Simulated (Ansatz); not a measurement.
Crystal: NiO.

```
Ni O
1.0
     0.00000    2.08590    2.08590
     2.08590    0.00000    2.08590
     2.08590    2.08590    0.00000
Ni O
1 1
Direct
  0.00000 0.00000 0.00000
  0.50000 0.50000 0.50000
```

Base run:

- Program: Ansatz 0.2.0
- Functional: revPBE
- Potentials or basis: all-electron LAPW, scalar-relativistic
- Cutoff: 378 eV (chosen from the basis error)
- Basis error allowed: 0.001 eV/atom
- k mesh: 11 × 11 × 11
- Occupations: fermi-dirac, width 0.05 eV
- Spin: collinear spin, ferromagnetic start
- Starting moments: [1.0, 0.0] μB

Its results: pressure 11.6 GPa; net moment 1.84 μB per cell; site moments Ni +1.53; O +0.30 μB.

After a change of settings the same cell gave: pressure -6.8 GPa; net moment 1.48 μB per cell; site moments Ni +1.24; O +0.23 μB. Which change was it?
A. functional from revPBE to LDA
B. functional from revPBE to PBEsol
C. functional from revPBE to PBE; occupations from fermi-dirac, width 0.05 eV to gaussian, width 0.018 eV
D. functional from revPBE to PBE

B.

PBEsol binds more tightly than revPBE, so the same cell stands under less pressure.

Caveats: a cell with one magnetic atom can't hold antiferromagnetic order, which such compounds often take.
